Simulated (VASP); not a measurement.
# CdS (Greenockite) (P6_3mc) in VASP: notebook

Runs on CdS (Greenockite). Level: PBE. Tasks: single point.

Everything below comes from runs of VASP 6.6.1. Logs are shortened: lines on timing, memory, paths and dates and some standing lists are left out, and cuts for length are marked.

### 1 The crystal as given

The structure is hexagonal, space group P6_3mc (No. 186). The conventional cell has a = 4.150 Å, b = 4.150 Å, c = 6.737 Å, α = 90.00°, β = 90.00°, γ = 120.00°. Around Cd (site symmetry 3m) lie 4 S at 2.53 to 2.54 Å. Around S (site symmetry 3m) lie 4 Cd at 2.53 to 2.54 Å.

### 2 Single point, PBE, spin-orbit coupling, no magnetisation

INCAR reads:

```
ALGO = Normal
EDIFF = 1E-7
ENCUT = 400
GGA = PE
GGA_COMPAT = False
ISIF = 2
ISMEAR = 0
LASPH = True
LCHARG = False
LORBIT = 11
LREAL = False
LSORBIT = True
LWAVE = False
MAGMOM = 0 0 0 0 0 0 0 0 0 0 0 0
NBANDS = 52
NELM = 100
PREC = Accurate
SIGMA = 0.02
```

KPOINTS reads:

```
k-points
0
Gamma
  3 3 2
```

POSCAR reads:

```
CdS
1.0
    4.1500000000      0.0000000000      0.0000000000
   -2.0750000000      3.5940054257      0.0000000000
    0.0000000000      0.0000000000      6.7370000000
Cd S
2 2
Direct
    0.6666666667      0.3333333333      0.5000000000
    0.3333333333      0.6666666667      0.0000000000
    0.6666666667      0.3333333333      0.8750000000
    0.3333333333      0.6666666667      0.3750000000
```

Potentials or basis: VASP PAW PBE potentials, release 64 (Cd, S).

Launch:

```bash
$ cat potpaw_PBE.64/Cd/POTCAR potpaw_PBE.64/S/POTCAR > POTCAR
$ mpirun -np 1 vasp_ncl > vasp.out
```

OUTCAR:

```text
EDIFF = 1E-7
   ENCUT = 400
   GGA = PE
   ISIF = 2
   ISMEAR = 0
   LASPH = True
   LORBIT = 11
   LREAL = False
   LSORBIT = True
   NELM = 100
   PREC = Accurate

 Found      6 irreducible k-points:

 Following reciprocal coordinates:
            Coordinates               Weight
  0.000000  0.000000  0.000000      1.000000
  0.333333  0.000000  0.000000      6.000000
  0.333333  0.333333  0.000000      2.000000
  0.000000  0.000000  0.500000      1.000000
  0.333333  0.000000  0.500000      6.000000
  0.333333  0.333333  0.500000      2.000000
   k-points           NKPTS =      6   k-points in BZ     NKDIM =      6   number of bands    NBANDS=     52
   number of dos      NEDOS =    301   number of ions     NIONS =      4
   total plane-waves  NPLWV =  37632
   dimension x,y,z NGX =    28 NGY =   28 NGZ =   48
   dimension x,y,z NGXF=    56 NGYF=   56 NGZF=   96
   ions per type =               2   2
   NGX,Y,Z   is equivalent  to a cutoff of  11.22, 11.22, 11.84 a.u.
   NGXF,Y,Z  is equivalent  to a cutoff of  22.43, 22.43, 23.69 a.u.
 SYSTEM =  unknown system
   PREC   = accura    normal or accurate (medium, high low for compatibility)
   ISTART =      0    job   : 0-new  1-cont  2-samecut
   ICHARG =      2    charge: 1-file 2-atom 10-const
   ISPIN  =      1    spin polarized calculation?
   LNONCOLLINEAR =      T non collinear calculations
   LSORBIT =      T    spin-orbit coupling
   LASPH  =      T    aspherical Exc in radial PAW
   ENCUT  =  400.0 eV  29.40 Ry    5.42 a.u.   6.77  6.77 10.99*2*pi/ulx,y,z
   NELM   =    100;   NELMIN=  2; NELMDL= -5     # of ELM steps
   EDIFF  = 0.1E-06   stopping-criterion for ELM
   LREAL  =      F    real-space projection
   EDIFFG = 0.1E-05   stopping-criterion for IOM
   NSW    =      0    number of steps for IOM
   IBRION =     -1    ionic relax: 0-MD 1-quasi-New 2-CG
   NFREE  =      0    steps in history (QN), initial steepest desc. (CG)
   ISIF   =      2    stress and relaxation
   ISYM   =      2    0-nonsym 1-usesym 2-fastsym
   POTIM  = 0.5000    time-step for ionic-motion
   TEBEG  =    0.0;   TEEND  =   0.0 temperature during run
   PSTRESS=    0.0 pullay stress
   NELECT =      36.0000    total number of electrons
   NUPDOWN=      -1.0000    fix difference up-down
   EMIN   =  10.00;   EMAX   =-10.00  energy-range for DOS
   EFERMI =   0.00;   METHOD = LEGACY
   ISMEAR =     0;   SIGMA  =   0.02  broadening in eV -4-tet -1-fermi 0-gaus
   EFERMI_NEDOS =   21; number of points for ismear=-14 and -15
   IALGO  =     38    algorithm
   IMIX   =      4    mixing-type and parameters
[... 356 lines left out ...]
  external PRESSURE =      22.9163568 kB  Pullay stress =       0.0000000 kB

 VOLUME and BASIS-vectors are now :
 -----------------------------------------------------------------------------
  energy-cutoff  :      400.00
  volume of cell :      100.48
      direct lattice vectors                 reciprocal lattice vectors
     4.150000000  0.000000000  0.000000000     0.240963855  0.139120547  0.000000000
    -2.075000000  3.594005426  0.000000000     0.000000000  0.278241094  0.000000000
     0.000000000  0.000000000  6.737000000     0.000000000  0.000000000  0.148434021

 POSITION                                       TOTAL-FORCE (eV/Angst)
 -----------------------------------------------------------------------------------
      2.07500      1.19800      3.36850         0.000000      0.000000     -0.019228
     -0.00000      2.39600      0.00000         0.000000      0.000000     -0.019228
      2.07500      1.19800      5.89487        -0.000000     -0.000000      0.019228
     -0.00000      2.39600      2.52637        -0.000000      0.000000      0.019228
 -----------------------------------------------------------------------------------
    total drift:                               -0.000000      0.000000     -0.000867

  FREE ENERGIE OF THE ION-ELECTRON SYSTEM (eV)
  ---------------------------------------------------
  free  energy   TOTEN  =       -12.1628363331 eV

  energy  without entropy=      -12.1628363331  energy(sigma->0) =      -12.16283633

 Spin-Orbit-Coupling matrix elements

 Ion:    1  E_soc:     -0.0567617
 l=   1
     0.0000000    -0.0024537    -0.0024902
    -0.0024537     0.0000000    -0.0024537
    -0.0024902    -0.0024537     0.0000000
 l=   2
     0.0000000    -0.0013904     0.0000000    -0.0013904    -0.0056271
    -0.0013904     0.0000000    -0.0042076    -0.0013792    -0.0013904
     0.0000000    -0.0042076     0.0000000    -0.0042076     0.0000000
    -0.0013904    -0.0013792    -0.0042076     0.0000000    -0.0013904
    -0.0056271    -0.0013904     0.0000000    -0.0013904     0.0000000
 l=   3
     0.0000000     0.0000000     0.0000000     0.0000000     0.0000000     0.0000000     0.0000000
     0.0000000     0.0000000     0.0000000     0.0000000     0.0000000     0.0000000     0.0000000
     0.0000000     0.0000000     0.0000000     0.0000000     0.0000000     0.0000000     0.0000000
     0.0000000     0.0000000     0.0000000     0.0000000     0.0000000     0.0000000     0.0000000
[... 49 lines left out ...]
 l=   2
     0.0000000     0.0000000     0.0000000     0.0000000     0.0000000
     0.0000000     0.0000000     0.0000000     0.0000000     0.0000000
     0.0000000     0.0000000     0.0000000     0.0000000     0.0000000
     0.0000000     0.0000000     0.0000000     0.0000000     0.0000000
     0.0000000     0.0000000     0.0000000     0.0000000     0.0000000
 l=   3
     0.0000000     0.0000000     0.0000000     0.0000000     0.0000000     0.0000000     0.0000000
     0.0000000     0.0000000     0.0000000     0.0000000     0.0000000     0.0000000     0.0000000
     0.0000000     0.0000000     0.0000000     0.0000000     0.0000000     0.0000000     0.0000000
     0.0000000     0.0000000     0.0000000     0.0000000     0.0000000     0.0000000     0.0000000
     0.0000000     0.0000000     0.0000000     0.0000000     0.0000000     0.0000000     0.0000000
     0.0000000     0.0000000     0.0000000     0.0000000     0.0000000     0.0000000     0.0000000
     0.0000000     0.0000000     0.0000000     0.0000000     0.0000000     0.0000000     0.0000000

 total charge

# of ion       s       p       d       tot
------------------------------------------
    1        0.416   0.321   9.564  10.302
    2        0.416   0.321   9.564  10.302
    3        1.317   2.413   0.000   3.729
    4        1.317   2.413   0.000   3.729
--------------------------------------------------
tot          3.466   5.468  19.128  28.062

 magnetization (x)

# of ion       s       p       d       tot
------------------------------------------
    1       -0.000   0.000   0.000  -0.000
    2       -0.000   0.000   0.000  -0.000
    3        0.000   0.000   0.000   0.000
    4       -0.000   0.000   0.000  -0.000
--------------------------------------------------
tot         -0.000   0.000   0.000  -0.000

 magnetization (y)

# of ion       s       p       d       tot
------------------------------------------
    1        0.000   0.000   0.000   0.000
    2        0.000   0.000   0.000   0.000
    3        0.000   0.000   0.000   0.000
    4        0.000   0.000   0.000   0.000
--------------------------------------------------
tot          0.000   0.000   0.000   0.000

 magnetization (z)

# of ion       s       p       d       tot
------------------------------------------
    1       -0.000   0.000   0.000   0.000
    2       -0.000   0.000   0.000   0.000
    3        0.000   0.000   0.000   0.000
    4        0.000   0.000   0.000   0.000
--------------------------------------------------
tot         -0.000   0.000   0.000   0.000
```

OSZICAR:

```text
N       E                     dE             d eps       ncg     rms          rms(c)
DAV:   1     0.220052836870E+03    0.22005E+03   -0.15157E+04   640   0.104E+03
DAV:   2    -0.984754126493E-01   -0.22015E+03   -0.21216E+03   720   0.297E+02
DAV:   3    -0.131478592968E+02   -0.13049E+02   -0.12963E+02   732   0.717E+01
DAV:   4    -0.133075349620E+02   -0.15968E+00   -0.15943E+00   708   0.757E+00
DAV:   5    -0.133103120508E+02   -0.27771E-02   -0.27764E-02   716   0.987E-01    0.114E+01
DAV:   6    -0.121853512532E+02    0.11250E+01   -0.17914E+00   736   0.144E+01    0.898E+00
DAV:   7    -0.121683310332E+02    0.17020E-01   -0.88070E-01   652   0.504E+00    0.413E+00
DAV:   8    -0.121638670921E+02    0.44639E-02   -0.10784E-01   664   0.328E+00    0.784E-01
DAV:   9    -0.121620814536E+02    0.17856E-02   -0.12634E-02   688   0.138E+00    0.389E-01
DAV:  10    -0.121625177640E+02   -0.43631E-03   -0.16210E-03   656   0.256E-01    0.113E-01
DAV:  11    -0.121627848134E+02   -0.26705E-03   -0.77762E-04   700   0.300E-01    0.817E-02
DAV:  12    -0.121628353349E+02   -0.50521E-04   -0.22801E-04   636   0.115E-01    0.239E-02
DAV:  13    -0.121628348323E+02    0.50261E-06   -0.12867E-05   692   0.208E-02    0.155E-02
DAV:  14    -0.121628363668E+02   -0.15345E-05   -0.68596E-06   640   0.204E-02    0.123E-02
DAV:  15    -0.121628363331E+02    0.33688E-07   -0.37192E-07   696   0.451E-03
   1 F= -.12162836E+02 E0= -.12162836E+02  d E =-.150298E-16  mag=    -0.0000    -0.0000     0.0000
```

stdout:

```text
POSCAR found type information on POSCAR CdS
 POSCAR found :  2 types and       4 ions
 scaLAPACK will be used
 LDA part: xc-table for (Slater+PW92), standard interpolation
 POSCAR, INCAR and KPOINTS ok, starting setup
 FFT: planning ... GRIDC
 FFT: planning ... GRID_SOFT
 FFT: planning ... GRID
 WAVECAR not read
 entering main loop
```

Run time: 41 s. Hardware: 1 thread of Intel Xeon Platinum 8488C (Sapphire Rapids), shared host; peak memory 0.33 GiB.

The run converged, but some of its settings lie outside the range that counts as converged, so its numbers aren't taken as properties of the crystal.

Results:

- Free energy: -12.1628 eV
- Pressure: 2.3 GPa
- Largest force: 0.019 eV/Å
- Valence electrons inside the program's atomic spheres: Cd 10.30; S 3.73

Caveat: the k mesh is coarse (spacing up to 0.58 Å⁻¹), so the values aren't converged.

### 3 Single point, PBE, spin-orbit coupling, no magnetisation

Changes to INCAR since step 2:

```diff
@@ -2,3 +2,3 @@
 EDIFF = 1E-7
-ENCUT = 400
+ENCUT = 500
 GGA = PE
```

KPOINTS is that of step 2.

POSCAR is that of step 2.

Potentials or basis: VASP PAW PBE potentials, release 64 (Cd, S).

Launch:

```bash
$ cat potpaw_PBE.64/Cd/POTCAR potpaw_PBE.64/S/POTCAR > POTCAR
$ mpirun -np 1 vasp_ncl > vasp.out
```

OUTCAR:

```text
EDIFF = 1E-7
   ENCUT = 500
   GGA = PE
   ISIF = 2
   ISMEAR = 0
   LASPH = True
   LORBIT = 11
   LREAL = False
   LSORBIT = True
   NELM = 100
   PREC = Accurate

 Found      6 irreducible k-points:

 Following reciprocal coordinates:
            Coordinates               Weight
  0.000000  0.000000  0.000000      1.000000
  0.333333  0.000000  0.000000      6.000000
  0.333333  0.333333  0.000000      2.000000
  0.000000  0.000000  0.500000      1.000000
  0.333333  0.000000  0.500000      6.000000
  0.333333  0.333333  0.500000      2.000000
   k-points           NKPTS =      6   k-points in BZ     NKDIM =      6   number of bands    NBANDS=     52
   number of dos      NEDOS =    301   number of ions     NIONS =      4
   total plane-waves  NPLWV =  45000
   dimension x,y,z NGX =    30 NGY =   30 NGZ =   50
   dimension x,y,z NGXF=    60 NGYF=   60 NGZF=  100
   ions per type =               2   2
   NGX,Y,Z   is equivalent  to a cutoff of  12.02, 12.02, 12.34 a.u.
   NGXF,Y,Z  is equivalent  to a cutoff of  24.04, 24.04, 24.68 a.u.
 SYSTEM =  unknown system
   PREC   = accura    normal or accurate (medium, high low for compatibility)
   ISTART =      0    job   : 0-new  1-cont  2-samecut
   ICHARG =      2    charge: 1-file 2-atom 10-const
[... 424 lines left out ...]
     0.0000000     0.0000000     0.0000000     0.0000000     0.0000000     0.0000000     0.0000000
     0.0000000     0.0000000     0.0000000     0.0000000     0.0000000     0.0000000     0.0000000
     0.0000000     0.0000000     0.0000000     0.0000000     0.0000000     0.0000000     0.0000000
[... 49 lines left out ...]
 l=   2
     0.0000000     0.0000000     0.0000000     0.0000000     0.0000000
     0.0000000     0.0000000     0.0000000     0.0000000     0.0000000
     0.0000000     0.0000000     0.0000000     0.0000000     0.0000000
     0.0000000     0.0000000     0.0000000     0.0000000     0.0000000
     0.0000000     0.0000000     0.0000000     0.0000000     0.0000000
 l=   3
     0.0000000     0.0000000     0.0000000     0.0000000     0.0000000     0.0000000     0.0000000
     0.0000000     0.0000000     0.0000000     0.0000000     0.0000000     0.0000000     0.0000000
     0.0000000     0.0000000     0.0000000     0.0000000     0.0000000     0.0000000     0.0000000
     0.0000000     0.0000000     0.0000000     0.0000000     0.0000000     0.0000000     0.0000000
     0.0000000     0.0000000     0.0000000     0.0000000     0.0000000     0.0000000     0.0000000
     0.0000000     0.0000000     0.0000000     0.0000000     0.0000000     0.0000000     0.0000000
     0.0000000     0.0000000     0.0000000     0.0000000     0.0000000     0.0000000     0.0000000

 total charge

# of ion       s       p       d       tot
------------------------------------------
    1        0.416   0.321   9.567  10.305
    2        0.416   0.321   9.567  10.305
    3        1.317   2.414   0.000   3.731
    4        1.317   2.414   0.000   3.731
--------------------------------------------------
tot          3.465   5.470  19.135  28.071

 magnetization (x)

# of ion       s       p       d       tot
------------------------------------------
    1        0.000   0.000   0.000   0.000
    2        0.000   0.000   0.000   0.000
    3        0.000   0.000   0.000   0.000
    4        0.000  -0.000   0.000   0.000
--------------------------------------------------
tot          0.000   0.000   0.000   0.000

 magnetization (y)

# of ion       s       p       d       tot
------------------------------------------
    1        0.000   0.000   0.000   0.000
    2        0.000   0.000   0.000   0.000
    3        0.000   0.000   0.000   0.000
    4        0.000   0.000   0.000   0.000
--------------------------------------------------
tot          0.000   0.000   0.000   0.000

 magnetization (z)

# of ion       s       p       d       tot
------------------------------------------
    1        0.000   0.000   0.000   0.000
    2        0.000   0.000   0.000   0.000
    3        0.000   0.000   0.000   0.000
    4        0.000   0.000   0.000   0.000
--------------------------------------------------
tot          0.000   0.000   0.000   0.000
```

stdout:

```text
POSCAR found type information on POSCAR CdS
 POSCAR found :  2 types and       4 ions
 scaLAPACK will be used
 LDA part: xc-table for (Slater+PW92), standard interpolation
 POSCAR, INCAR and KPOINTS ok, starting setup
 FFT: planning ... GRIDC
 FFT: planning ... GRID_SOFT
 FFT: planning ... GRID
 WAVECAR not read
 entering main loop
```

It took 55 s on 1 thread of Intel Xeon Platinum 8488C (Sapphire Rapids), shared host; peak memory 0.38 GiB.

The run converged, but some of its settings lie outside the range that counts as converged, so its numbers aren't taken as properties of the crystal.

Results:

```yaml
Free_energy: -12.1687 eV
Pressure: 2.7 GPa
Largest_force: 0.019 eV/Å
Valence_electrons_inside_the_program's_atomic_spheres: Cd 10.30; S 3.73
```

Caveat: the k mesh is coarse (spacing up to 0.58 Å⁻¹), so the values aren't converged.

(Continued in part 2 of 2.)
